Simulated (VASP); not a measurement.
# Ga (P2_1/m) in VASP: notebook, part 2 of 2

VASP 6.6.1. Earlier steps stand in the parts before.

**4. Single point, r2SCAN**

INCAR

```
SYSTEM = Ga
PREC = Accurate ; ENCUT = 400
EDIFF = 1E-6 ; ISMEAR = -1
SIGMA = 0.2 ; LREAL = .FALSE.
LASPH = .FALSE. ; NELM = 100
ALGO = Normal ; ISIF = 2
LWAVE = .FALSE. ; LCHARG = .FALSE.
METAGGA = R2SCAN ; LMIXTAU = .TRUE.
ADDGRID = .FALSE.
```

KPOINTS

```
Automatic mesh
0
G
  7 6 5
  0 0 0
```

POSCAR

```
Ga
1.0
    2.7784220849      0.0000000000      0.0000000000
    0.0000000000      3.2816087900      0.0000000000
   -1.3434310986      0.0000000000      3.9902731763
Ga
2
Direct
    0.1345962700      0.7500000000      0.7701668300
    0.8654037300      0.2500000000      0.2298331700
```

Potentials or basis: VASP PAW PBE potentials, release 64 (Ga_d).

Run with:

```console
$ cat potpaw_PBE.64/Ga_d/POTCAR > POTCAR
$ mpirun -np 1 vasp_std > vasp.out
```

OUTCAR:

```text
SYSTEM = Ga
   PREC = Accurate
   ENCUT = 400
   EDIFF = 1E-6
   ISMEAR = -1
   LREAL = .FALSE.
   LASPH = .FALSE.
   NELM = 100
   ISIF = 2
   METAGGA = R2SCAN
     LASPH = .TRUE.)

 Found     72 irreducible k-points:

 Following reciprocal coordinates:
            Coordinates               Weight
  0.000000  0.000000  0.000000      1.000000
  0.142857  0.000000 -0.000000      2.000000
  0.285714  0.000000 -0.000000      2.000000
  0.428571  0.000000 -0.000000      2.000000
[... 198 lines left out ...]
------------------------ aborting loop because EDIFF is reached ----------------------------------------

  FORCE on cell =-STRESS in cart. coord.  units (eV):
  Direction    XX          YY          ZZ          XY          YZ          ZX
  --------------------------------------------------------------------------------------
  -------------------------------------------------------------------------------------
  Total       -0.0233724      0.2362248     -0.4139566      0.0000000      0.0000000     -0.0582907
  in kB       -1.0292630     10.4027578    -18.2296257      0.0000000      0.0000000     -2.5669771
  external PRESSURE =      -2.9520437 kB  Pullay stress =       0.0000000 kB

 VOLUME and BASIS-vectors are now :
 -----------------------------------------------------------------------------
  energy-cutoff  :      400.00
  volume of cell :       36.38
      direct lattice vectors                 reciprocal lattice vectors
     2.778422085  0.000000000  0.000000000     0.359916517  0.000000000  0.121175424
     0.000000000  3.281608790  0.000000000     0.000000000  0.304728584  0.000000000
    -1.343431099  0.000000000  3.990273176     0.000000000  0.000000000  0.250609408

 POSITION                                       TOTAL-FORCE (eV/Angst)
 -----------------------------------------------------------------------------------
     -0.66070      2.46121      3.07318        -0.011423      0.000000     -0.107084
      2.09569      0.82040      0.91710         0.011423     -0.000000      0.107084
 -----------------------------------------------------------------------------------
    total drift:                               -0.000000     -0.000000      0.000000

  FREE ENERGIE OF THE ION-ELECTRON SYSTEM (eV)
  ---------------------------------------------------
  free  energy   TOTEN  =       -22.7244313434 eV

  energy  without entropy=      -22.6218329902  energy(sigma->0) =      -22.67313217
```

OSZICAR:

```text
N       E                     dE             d eps       ncg     rms          rms(c)
DAV:   1     0.845424921143E+02    0.84542E+02   -0.12470E+04  2545   0.259E+03
DAV:   2    -0.187014354957E+02   -0.10324E+03   -0.10191E+03  2592   0.339E+02
DAV:   3    -0.251086338315E+02   -0.64072E+01   -0.63727E+01  2839   0.852E+01
DAV:   4    -0.251857961561E+02   -0.77162E-01   -0.77039E-01  3034   0.101E+01
DAV:   5    -0.251871660832E+02   -0.13699E-02   -0.13698E-02  2941   0.122E+00    0.144E+00
DAV:   6    -0.227421866385E+02    0.24450E+01   -0.72846E-01  2615   0.153E+01    0.824E-01
DAV:   7    -0.224465335814E+02    0.29565E+00   -0.37603E-01  2697   0.600E+00    0.416E-01
DAV:   8    -0.227157860834E+02   -0.26925E+00   -0.17124E-01  2535   0.310E+00    0.245E-01
DAV:   9    -0.227183636946E+02   -0.25776E-02   -0.14428E-02  2629   0.122E+00    0.710E-02
DAV:  10    -0.227228737537E+02   -0.45101E-02   -0.76057E-03  2562   0.116E+00    0.265E-02
DAV:  11    -0.227239134747E+02   -0.10397E-02   -0.46906E-03  2559   0.517E-01    0.326E-02
DAV:  12    -0.227242290436E+02   -0.31557E-03   -0.18257E-04  2678   0.131E-01    0.245E-02
DAV:  13    -0.227243990873E+02   -0.17004E-03   -0.53894E-04  2592   0.203E-01    0.385E-03
DAV:  14    -0.227244228259E+02   -0.23739E-04   -0.31455E-05  2530   0.442E-02    0.203E-03
DAV:  15    -0.227244248467E+02   -0.20207E-05   -0.13745E-06  2147   0.140E-02    0.157E-03
DAV:  16    -0.227244288927E+02   -0.40460E-05   -0.19307E-06  1729   0.192E-02    0.924E-04
DAV:  17    -0.227244310609E+02   -0.21682E-05   -0.54502E-07  1298   0.737E-03    0.295E-04
DAV:  18    -0.227244313434E+02   -0.28252E-06   -0.13312E-07  1286   0.340E-03
   1 F= -.22724431E+02 E0= -.22673132E+02  d E =-.102598E+00
```

Wall time 49 s (1 thread of Intel Xeon 6975P-C (Granite Rapids), shared host); peak memory 0.14 GiB.

The run converged, but some of its settings lie outside the range that counts as converged, so its numbers aren't taken as properties of the crystal.

Results:

* Free energy: -22.7244 eV
* Pressure: -0.3 GPa
* Largest force: 0.108 eV/Å
* Band gap on the k mesh: none (metal or under the smearing width)

Caveat: the PAW data sets were made with another functional, which shifts forces and pressure a little.

**5. Relaxation of cell and atoms, PBEsol**

INCAR

```
SYSTEM = Ga
PREC = Accurate ; ENCUT = 600
EDIFF = 1E-7 ; ISMEAR = -1
SIGMA = 0.05 ; LREAL = .False.
LASPH = .True. ; NELM = 100
ALGO = Fast ; ISIF = 3
LWAVE = .False. ; LCHARG = .False.
GGA = PS ; IBRION = 2
NSW = 40 ; EDIFFG = -0.02
```

KPOINTS

```
regular mesh
0
Gamma
  8 8 6
  0 0 0
```

POSCAR is that of step 4.

Potentials or basis: VASP PAW PBE potentials, release 64 (Ga_d).

Run with:

```console
$ cat potpaw_PBE.64/Ga_d/POTCAR > POTCAR
$ mpirun -np 1 vasp_std > vasp.out
```

OUTCAR:

```text
SYSTEM = Ga
   PREC = Accurate
   ENCUT = 600
   EDIFF = 1E-7
   ISMEAR = -1
   LREAL = .False.
   LASPH = .True.
   NELM = 100
   ISIF = 3
   GGA = PS
   IBRION = 2
   NSW = 40
   EDIFFG = -0.02

 ion  position               nearest neighbor table
   1  0.135  0.750  0.770-   2 2.71   2 2.71   2 2.81   2 2.81   2 2.84   2 2.84
   2  0.865  0.250  0.230-   1 2.71   1 2.71   1 2.81   1 2.81   1 2.84   1 2.84

  LATTYP: Found a simple monoclinic cell.
 ALAT       =     2.7784220849
 B/A-ratio  =     1.1811052064
 C/A-ratio  =     1.5153762184
 COS(beta)  =    -0.3190778872

  Lattice vectors:

 A1 = (   2.7784220849,   0.0000000000,   0.0000000000)
 A2 = (   0.0000000000,   3.2816087900,   0.0000000000)
 A3 = (  -1.3434310986,   0.0000000000,   3.9902731763)

Analysis of symmetry for initial positions (statically):
=====================================================================
 Subroutine PRICEL returns:
 Original cell was already a primitive cell.

 Routine SETGRP: Setting up the symmetry group for a
 simple monoclinic supercell.

 Subroutine GETGRP returns: Found  4 space group operations
 (whereof  2 operations were pure point group operations)
 out of a pool of  4 trial point group operations.
[... 273 lines left out ...]

[... ionic steps 4 to 16 ...]

--------------------------------------- Ionic step       17  -------------------------------------------

 number of electron      26.0000003 magnetization

------------------------ aborting loop because EDIFF is reached ----------------------------------------
[... 67 lines left out ...]
--------------------------------------- Ionic step       19  -------------------------------------------

 number of electron      26.0000001 magnetization

 Free energy of the ion-electron system (eV)
  ---------------------------------------------------
  ext. energy  EPLUGINS =         0.00000000
  ---------------------------------------------------
  free energy    TOTEN  =        -6.72580448 eV

  energy without entropy =       -6.72333007  energy(sigma->0) =       -6.72456728

 E-fermi :   5.7628     XC(G=0): -11.3500

 val. band max:        5.7131902842   @ k =  -0.1250   0.3750   0.3333
 cond. band min:       5.8303139244   @ k =   0.5000   0.0000   0.5000
 fundamental gap:      0.1171236402
 Fermi energy:         5.7628018042

 k-point     1 :       0.0000    0.0000    0.0000
  band No.  band energies     occupation
      1      -9.3441      2.00000
      2      -9.3033      2.00000
      3      -9.2950      2.00000
      4      -9.2726      2.00000
      5      -8.9731      2.00000
      6      -8.9634      2.00000
[... 457 lines left out ...]
      4      -9.2052      2.00000
      5      -9.0126      2.00000
      6      -9.0126      2.00000
[... 9 lines left out ...]
     16       7.6096      0.00000
     17      11.0643      0.00000

 [... further k-points ...]

------------------------ aborting loop because EDIFF is reached ----------------------------------------

  FORCE on cell =-STRESS in cart. coord.  units (eV):
  Direction    XX          YY          ZZ          XY          YZ          ZX
  --------------------------------------------------------------------------------------
  -------------------------------------------------------------------------------------
  Total       -0.0064611     -0.0166204     -0.0320801      0.0000000      0.0000000      0.0111254
  in kB       -0.2876110     -0.7398490     -1.4280289      0.0000000      0.0000000      0.4952413
  external PRESSURE =      -0.8184963 kB  Pullay stress =       0.0000000 kB
[... 17 lines left out ...]
  FREE ENERGIE OF THE ION-ELECTRON SYSTEM (eV)
  ---------------------------------------------------
  free  energy   TOTEN  =        -6.7258044824 eV

  energy  without entropy=       -6.7233300709  energy(sigma->0) =       -6.72456728

 reached required accuracy - stopping structural energy minimisation
```

Run time: 11 min. Hardware: 1 thread of AMD EPYC 9R14 (Zen 4), shared host; peak memory 0.19 GiB.

What came out:

| Quantity | Value |
| --- | --- |
| Free energy | -6.7258 eV |
| Relaxed volume | 18.00 Å³/atom |
| Relaxed cell | a = 2.722 Å, b = 3.207 Å, c = 4.374 Å, α = 90.00°, β = 109.56°, γ = 90.00° |
| Space group after relaxing (to 0.05 Å) | P2_1/m (No. 11) |
| Energy gained by relaxing | 7.2 meV/atom |
| Ionic steps | 19 |
| Pressure after relaxing | -0.1 GPa |
| Largest force after relaxing | 0.005 eV/Å |
| Band gap on the k mesh | none (metal or under the smearing width) |

Forces in eV/Å, atoms in the order of the input:
```
Ga   0.003  0.000 -0.004
Ga  -0.003  0.000  0.004
```

Step by step:
```tsv
step	energy change (eV)	largest force (eV/Å)	pressure (GPa)	volume (Å³)
1	0.0000	0.0956	-0.72	36.38
2	-0.0072	0.0781	-0.08	35.95
3	-0.0075	0.0740	0.11	35.85
4	-0.0084	0.0381	0.05	35.88
5	-0.0090	0.0063	-0.02	35.93
6	-0.0092	0.0822	-0.13	36.02
7	-0.0093	0.0467	-0.11	35.98
8	-0.0102	0.0408	0.00	35.94
9	-0.0118	0.0394	0.38	35.80
10	-0.0118	0.0351	0.24	35.84
11	-0.0118	0.0380	0.25	35.82
12	-0.0126	0.0325	0.10	35.91
13	-0.0126	0.0318	0.06	35.94
14	-0.0135	0.0281	-0.10	36.02
15	-0.0138	0.0230	-0.22	36.08
16	-0.0143	0.0067	0.02	35.97
17	-0.0144	0.0037	0.09	35.93
18	-0.0144	0.0040	0.11	35.93
19	-0.0145	0.0054	-0.08	35.99
```

Final structure:
```xyz
2
Lattice="2.7219 0.0000 -0.0489 0.0000 3.2075 0.0000 -1.3903 0.0000 4.1476" Properties=species:S:1:pos:R:3 pbc="T T T"
Ga   -0.7061    2.4056    3.1674
Ga    2.0377    0.8019    0.9313
```

Levels at points of the mesh, in eV from the Fermi level:
```
           k point  band 9  band 10  band 11  band 12  band 13  band 14  band 15  band 16  band 17
(0.00, 0.00, 0.00)  -14.68   -14.56   -11.45    -2.60    -2.13     2.39     6.15     9.88    10.52
(0.50, 0.00, 0.00)  -14.63   -14.56    -5.93    -5.15    -1.83    -0.45     6.63     7.06     9.39
(0.00, 0.50, 0.00)  -14.62   -14.62    -7.71    -7.71     1.41     1.41     2.03     2.03    12.30
(0.50, 0.50, 0.00)  -14.56   -14.56    -2.45    -2.45    -1.46    -1.46     1.79     1.79     4.27
(0.00, 0.00, 0.50)  -14.65   -14.60    -9.52    -8.79     4.54     5.36     6.44     6.47     7.95
(0.50, 0.00, 0.50)  -14.62   -14.56    -6.15    -5.20    -1.42     0.07     5.98     6.87     8.59
(0.00, 0.50, 0.50)  -14.69   -14.69    -6.01    -6.01    -4.46    -4.46    11.05    11.05    11.63
(0.50, 0.50, 0.50)  -14.56   -14.56    -2.66    -2.66    -1.51    -1.51     2.25     2.25     4.68
```

Caveat: the PAW data sets were made with another functional, which shifts forces and pressure a little.
